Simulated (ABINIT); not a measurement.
# Ag (Fm-3m) in ABINIT: settings compared

Aim: see how the results for Ag move with the level of theory and the settings. Levels: LDA, BLYP, rPW86PBE. Tasks: equation of state, band structure.

Program: ABINIT 10.8.3 (patched build). These are calculated values, not measurements. Logs are shortened: lines on timing, memory, paths and dates and some standing lists are left out, and cuts for length are marked. The log counts tension as positive stress, the text compression.

## Step 1: The structure

Symmetry: Fm-3m, No. 225, cubic system. The conventional cell has a = 4.085 Å, b = 4.085 Å, c = 4.085 Å, α = 90.00°, β = 90.00°, γ = 90.00°. Ag (site symmetry m-3m) has 12 Ag at 2.89 Å as nearest neighbours.

## Step 2: Equation of state, LDA

Contents of run.abi:

```
# Datasets: one volume each
ndtset 7
getwfk -1
scalecart1 3*0.9795861087
scalecart2 3*0.9864848297
scalecart3 3*0.9932883884
scalecart4 3*1.0000000000
scalecart5 3*1.0066227096
scalecart6 3*1.0131594038
scalecart7 3*1.0196128224

# Pseudopotentials
pp_dirpath "./"
pseudos "Ag.hgh"

# Structure
acell 5.4592009917 5.4592009917 5.4592009917
rprim
     0.0000000000     0.7071067812     0.7071067812
     0.7071067812     0.0000000000     0.7071067812
     0.7071067812     0.7071067812     0.0000000000
ntypat 1
znucl 47
natom 1
typat 1
xred
     0.0000000000     0.0000000000     0.0000000000

# Plane-wave basis
ecut 16.0

# k points
kptopt 1
ngkpt 11 11 11
nshiftk 1
shiftk 0.0 0.0 0.0

# Exchange and correlation
ixc 7

# Bands and occupations
nband 5
occopt 3
tsmear 0.05 eV

# SCF cycle
nstep 100
tolvrs 1.0e-10

# Output
iomode 3
prtwf 1
prtden 0
prteig 0
prtebands 0
```

Potentials or basis: HGH LDA.

Command:

```
> abinit run.abi > log 2>&1
```

run.abo:

```text
.Version 10.8.3 of ABINIT
 DATASET    1 : space group Fm -3 m (#225); Bravais cF (face-center cubic)
================================================================================
 Values of the parameters that define the memory need for DATASET  1.
     intxc =       0    ionmov =       0      iscf =       7    lmnmax =       6
     lnmax =       6     mgfft =      20  mpssoang =       3    mqgrid =    3001
     natom =       1  nloc_mem =       1    nspden =       1   nspinor =       1
    nsppol =       1      nsym =      48    n1xccc =       0    ntypat =       1
    occopt =       3   xclevel =       1
       mpw =         338          nfft =        8000          nkpt =          56
================================================================================
================================================================================
[... 61 lines left out ...]
 DATASET    7 : space group Fm -3 m (#225); Bravais cF (face-center cubic)
================================================================================
 Values of the parameters that define the memory need for DATASET  7.
     intxc =       0    ionmov =       0      iscf =       7    lmnmax =       6
     lnmax =       6     mgfft =      24  mpssoang =       3    mqgrid =    3001
     natom =       1  nloc_mem =       1    nspden =       1   nspinor =       1
    nsppol =       1      nsym =      48    n1xccc =       0    ntypat =       1
    occopt =       3   xclevel =       1
       mpw =         381          nfft =       13824          nkpt =          56
================================================================================
================================================================================

--------------------------------------------------------------------------------
------------- Echo of variables that govern the present computation ------------
--------------------------------------------------------------------------------
 -outvars: echo values of preprocessed input variables --------
            acell      5.4592009917E+00  5.4592009917E+00  5.4592009917E+00 Bohr
              amu      1.07868200E+02
             ecut      1.60000000E+01 Hartree
           getwfk          -1
                       outvar_i_n : Printing only first  50 k-points.
              ixc           7
           jdtset        1    2    3    4    5    6    7
                       outvar_i_n : Printing only first  50 k-points.
         kptrlatt       11    0    0      0   11    0      0    0   11
          kptrlen1     5.88253320E+01
          kptrlen2     5.92396086E+01
          kptrlen3     5.96481705E+01
          kptrlen4     6.00512109E+01
          kptrlen5     6.04489126E+01
          kptrlen6     6.08414490E+01
          kptrlen7     6.12289846E+01
            natom           1
            nband           5
           ndtset           7
            ngfft1         20      20      20
            ngfft2         20      20      20
            ngfft3         20      20      20
            ngfft4         20      20      20
            ngfft5         20      20      20
            ngfft6         20      20      20
            ngfft7         24      24      24
             nkpt          56
            nstep         100
             nsym          48
           ntypat           1
                       prtocc : prtvol=0, do not print more k-points.
           occopt           3
           prtden           0
        prtebands           0
           prteig           0
            rprim1     0.0000000000E+00  6.9267198023E-01  6.9267198023E-01
                       6.9267198023E-01  0.0000000000E+00  6.9267198023E-01
                       6.9267198023E-01  6.9267198023E-01  0.0000000000E+00
            rprim2     0.0000000000E+00  6.9755011263E-01  6.9755011263E-01
                       6.9755011263E-01  0.0000000000E+00  6.9755011263E-01
                       6.9755011263E-01  6.9755011263E-01  0.0000000000E+00
            rprim3     0.0000000000E+00  7.0236095512E-01  7.0236095512E-01
                       7.0236095512E-01  0.0000000000E+00  7.0236095512E-01
                       7.0236095512E-01  7.0236095512E-01  0.0000000000E+00
            rprim4     0.0000000000E+00  7.0710678120E-01  7.0710678120E-01
                       7.0710678120E-01  0.0000000000E+00  7.0710678120E-01
                       7.0710678120E-01  7.0710678120E-01  0.0000000000E+00
            rprim5     0.0000000000E+00  7.1178974407E-01  7.1178974407E-01
                       7.1178974407E-01  0.0000000000E+00  7.1178974407E-01
                       7.1178974407E-01  7.1178974407E-01  0.0000000000E+00
            rprim6     0.0000000000E+00  7.1641188486E-01  7.1641188486E-01
                       7.1641188486E-01  0.0000000000E+00  7.1641188486E-01
                       7.1641188486E-01  7.1641188486E-01  0.0000000000E+00
            rprim7     0.0000000000E+00  7.2097514092E-01  7.2097514092E-01
                       7.2097514092E-01  0.0000000000E+00  7.2097514092E-01
                       7.2097514092E-01  7.2097514092E-01  0.0000000000E+00
          spgroup         225
           tolvrs      1.00000000E-10
           tsmear      1.83746611E-03 Hartree
            typat      1
                       outvars : Printing only first  50 k-points.
            znucl       47.00000

================================================================================

 chkinp: Checking input parameters for consistency, jdtset=   1.

 chkinp: Checking input parameters for consistency, jdtset=   2.

 chkinp: Checking input parameters for consistency, jdtset=   3.

 chkinp: Checking input parameters for consistency, jdtset=   4.
[... 22 lines left out ...]
 Real(R)+Recip(G) space primitive vectors, cartesian coordinates (Bohr,Bohr^-1):
 R(1)=  0.0000000  3.7814356  3.7814356  G(1)= -0.1322249  0.1322249  0.1322249
 R(2)=  3.7814356  0.0000000  3.7814356  G(2)=  0.1322249 -0.1322249  0.1322249
 R(3)=  3.7814356  3.7814356  0.0000000  G(3)=  0.1322249  0.1322249 -0.1322249
 Unit cell volume ucvol=  1.0814342E+02 bohr^3
 Angles (23,13,12)=  6.00000000E+01  6.00000000E+01  6.00000000E+01 degrees

 getcut: wavevector=  0.0000  0.0000  0.0000  ngfft=  20  20  20
         ecut(hartree)=     16.000   => boxcut(ratio)=   2.07698

--- Pseudopotential description ------------------------------------------------
- pspini: atom type   1  psp file is ./Ag.hgh
    3    1    2    0      2001   0.00000      pspcod,pspxc,lmax,lloc,mmax,r2well

 pspatm : COMMENT -
  the projectors are not normalized,
  so that the KB energies are not consistent with
  definition in PRB44, 8503 (1991).
  However, this does not influence the results obtained hereafter.

  -7.62238028E+00                                ecore*ucvol(ha*bohr**3)
--------------------------------------------------------------------------------

================================================================================

--- !BeginCycle
iteration_state: {dtset: 1, }
solver: {iscf: 7, nstep: 100, nline: 4, wfoptalg: 0, }
tolerances: {tolvrs: 1.00E-10, }
...

     iter   Etot(hartree)      deltaE(h)  residm     vres2
 ETOT  1 -0.46352633276516    -4.635E-01 1.662E-02 2.458E+00
 ETOT  2 -0.46387750938937    -3.512E-04 3.932E-03 1.615E-01
 ETOT  3 -0.46388222399098    -4.715E-06 1.530E-04 1.984E-03
 ETOT  4 -0.46388236053824    -1.365E-07 9.369E-05 7.036E-06
 ETOT  5 -0.46388236128072    -7.425E-10 1.008E-05 1.309E-07
 ETOT  6 -0.46388236129586    -1.514E-11 3.300E-05 4.102E-10
 ETOT  7 -0.46388236129589    -3.175E-14 2.817E-06 1.915E-12
[... 807 lines left out ...]
 Real(R)+Recip(G) space primitive vectors, cartesian coordinates (Bohr,Bohr^-1):
 R(1)=  0.0000000  3.9359482  3.9359482  G(1)= -0.1270342  0.1270342  0.1270342
 R(2)=  3.9359482  0.0000000  3.9359482  G(2)=  0.1270342 -0.1270342  0.1270342
 R(3)=  3.9359482  3.9359482  0.0000000  G(3)=  0.1270342  0.1270342 -0.1270342
 Unit cell volume ucvol=  1.2194897E+02 bohr^3
 Angles (23,13,12)=  6.00000000E+01  6.00000000E+01  6.00000000E+01 degrees

 getcut: wavevector=  0.0000  0.0000  0.0000  ngfft=  24  24  24
         ecut(hartree)=     16.000   => boxcut(ratio)=   2.39454

 getcut : COMMENT -
  Note that boxcut > 2.2 ; recall that boxcut=Gcut(box)/Gcut(sphere) = 2
  is sufficient for exact treatment of convolution.
  Such a large boxcut is a waste : you could raise ecut
  e.g. ecut=   22.935251 Hartrees makes boxcut=2

--------------------------------------------------------------------------------

-inwffil : will read wavefunctions from disk file runo_DS6_WFK.nc

================================================================================

--- !BeginCycle
iteration_state: {dtset: 7, }
solver: {iscf: 7, nstep: 100, nline: 4, wfoptalg: 0, }
tolerances: {tolvrs: 1.00E-10, }
...
[... 92 lines left out ...]
 Cartesian components of stress tensor (hartree/bohr^3)
  sigma(1 1)=  1.26031522E-03  sigma(3 2)=  0.00000000E+00
  sigma(2 2)=  1.26031522E-03  sigma(3 1)=  0.00000000E+00
  sigma(3 3)=  1.26031522E-03  sigma(2 1)=  0.00000000E+00

-Cartesian components of stress tensor (GPa)         [Pressure= -3.7080E+01 GPa]
- sigma(1 1)=  3.70797538E+01  sigma(3 2)=  0.00000000E+00
- sigma(2 2)=  3.70797538E+01  sigma(3 1)=  0.00000000E+00
- sigma(3 3)=  3.70797538E+01  sigma(2 1)=  0.00000000E+00

== END DATASET(S) ==============================================================
================================================================================

 -outvars: echo values of variables after computation  --------
            acell      5.4592009917E+00  5.4592009917E+00  5.4592009917E+00 Bohr
           etotal1    -4.6388236130E-01
           etotal2    -4.6063472716E-01
           etotal3    -4.5745005939E-01
           etotal4    -4.5432885230E-01
           etotal5    -4.5127122438E-01
           etotal6    -4.4827711923E-01
           etotal7    -4.4534624071E-01
            fcart1    -0.0000000000E+00 -0.0000000000E+00 -0.0000000000E+00
            fcart2    -0.0000000000E+00 -0.0000000000E+00 -0.0000000000E+00
            fcart3    -0.0000000000E+00 -0.0000000000E+00 -0.0000000000E+00
            fcart4    -0.0000000000E+00 -0.0000000000E+00 -0.0000000000E+00
            fcart5    -0.0000000000E+00 -0.0000000000E+00 -0.0000000000E+00
            fcart6    -0.0000000000E+00 -0.0000000000E+00 -0.0000000000E+00
            fcart7    -0.0000000000E+00 -0.0000000000E+00 -0.0000000000E+00
            rprim1     0.0000000000E+00  6.9267198023E-01  6.9267198023E-01
                       6.9267198023E-01  0.0000000000E+00  6.9267198023E-01
                       6.9267198023E-01  6.9267198023E-01  0.0000000000E+00
            rprim2     0.0000000000E+00  6.9755011263E-01  6.9755011263E-01
                       6.9755011263E-01  0.0000000000E+00  6.9755011263E-01
                       6.9755011263E-01  6.9755011263E-01  0.0000000000E+00
            rprim3     0.0000000000E+00  7.0236095512E-01  7.0236095512E-01
                       7.0236095512E-01  0.0000000000E+00  7.0236095512E-01
[... 9 lines left out ...]
                       7.1641188486E-01  7.1641188486E-01  0.0000000000E+00
            rprim7     0.0000000000E+00  7.2097514092E-01  7.2097514092E-01
                       7.2097514092E-01  0.0000000000E+00  7.2097514092E-01
                       7.2097514092E-01  7.2097514092E-01  0.0000000000E+00
           strten1     1.4252206992E-03  1.4252206992E-03  1.4252206992E-03
                       0.0000000000E+00  0.0000000000E+00  0.0000000000E+00
           strten2     1.3979980046E-03  1.3979980046E-03  1.3979980046E-03
                       0.0000000000E+00  0.0000000000E+00  0.0000000000E+00
           strten3     1.3705095007E-03  1.3705095007E-03  1.3705095007E-03
                       0.0000000000E+00  0.0000000000E+00  0.0000000000E+00
           strten4     1.3428887412E-03  1.3428887412E-03  1.3428887412E-03
                       0.0000000000E+00  0.0000000000E+00  0.0000000000E+00
           strten5     1.3152529823E-03  1.3152529823E-03  1.3152529823E-03
                       0.0000000000E+00  0.0000000000E+00  0.0000000000E+00
           strten6     1.2877003598E-03  1.2877003598E-03  1.2877003598E-03
                       0.0000000000E+00  0.0000000000E+00  0.0000000000E+00
           strten7     1.2603152153E-03  1.2603152153E-03  1.2603152153E-03
                       0.0000000000E+00  0.0000000000E+00  0.0000000000E+00
 Calculation completed.
```

Wall time 9.7 s (1 thread of Arm Neoverse V1, shared host); peak memory 0.11 GiB.

What came out:

- Equilibrium volume: outside the volumes run

Energy against volume, from the lowest point:
```csv
volume (Å³/atom),energy (meV/atom)
16.025,0.00
16.366,88.37
16.707,175.03
17.048,259.96
17.389,343.17
17.730,424.64
18.071,504.39
```

Caveat: HGH potentials are hard and often keep d shells in the core, so these values are rough.

(Continued in part 2 of 2.)
